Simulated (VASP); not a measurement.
TiS2 (pbesol), 3 atoms in the cell. Symmetry: P-3m1, No. 164, trigonal system. The conventional cell has a = 3.351 Å, b = 3.351 Å, c = 5.635 Å, α = 90.00°, β = 90.00°, γ = 120.00°. Ti (site symmetry -3m) has 6 S at 2.40 Å as nearest neighbours. S (site symmetry 3m) is surrounded by 3 Ti at 2.40 Å. 

* Program: VASP 6.6.1
* Task: single point
* Functional: PBEsol
* Potentials or basis: VASP PAW PBE potentials, release 64 (Ti_sv, S)
* Cutoff: 520 eV
* k mesh: 15 × 15 × 8
* Occupations: gaussian, width 0.1 eV
* Spin: no spin polarisation
* Dipole correction: no
* Further INCAR settings: ALGO = Fast; EDIFF = 1e-06; NBANDS = 19

Potentials or basis: VASP PAW PBE potentials, release 64 (Ti_sv, S).

The run is started by

```sh
$ cat potpaw_PBE.64/Ti_sv/POTCAR potpaw_PBE.64/S/POTCAR > POTCAR
$ mpirun -np 1 vasp_std > vasp.out
```

Hardware: 1 thread of Intel(R) Xeon(R) 6975P-C (Granite Rapids), with other jobs on the host.

**Question.** Estimate the wall time of this run.

**Answer.** It took 3.7 min on 1 thread of Intel(R) Xeon(R) 6975P-C (Granite Rapids) (shared host), peak memory 0.31 GiB. Counts: scf iterations 26, k points 192.
